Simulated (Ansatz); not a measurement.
# Li, one cell by several methods

```xyz
2
Lattice="3.1110 0.0000 0.0000 -1.5555 2.6942 0.0000 0.0000 0.0000 5.0930" Properties=species:S:1:pos:R:3 pbc="T T T"
Li    0.0000    1.7961    1.2732
Li    1.5555    0.8981    3.8197
```

Atoms are numbered in the order listed.

The cell is a measured one (Crystallography Open Database entry 9011003); the temperature and pressure of the measurement aren't taken into account, and nothing was relaxed.

Methods: DFT, PBE, PAW with Ansatz's default frozen-core files, scalar-relativistic (Ansatz 0.2.0); DFT, PBE, all-electron PAW with datasets made for the crystal, scalar-relativistic (Ansatz 0.2.0); DFT, PBE, all-electron LAPW, scalar-relativistic (Ansatz 0.2.0).

For PAW: a Γ-centred 15×15×8 k mesh, Fermi–Dirac smearing of 0.03 eV, cutoff 420 eV, no spin polarisation. The crystal-made all-electron datasets (AE datasets) take a cutoff of 100 eV at this cell. LAPW targets a basis error of 0.25 meV/atom. The Ansatz runs share mesh, smearing and spin set-up. Plane-wave (PAW) pressures include the program's estimate of the Pulay term.

Stress and pressure are positive in compression.

Levels count from the Fermi level.

| quantity | PAW | AE datasets | LAPW |
| --- | --- | --- | --- |
| pressure (GPa) | -0.68 | -0.68 | -0.68 |
| highest filled level at Γ (eV) | -0.006 | -0.006 | -0.006 |
| lowest empty level at Γ (eV) | 2.724 | 2.724 | 2.724 |
| lowest empty level at H (eV) | 2.111 | 2.111 | 2.111 |

PAW's pressure differs from the LAPW value by about 0.01 GPa or less.
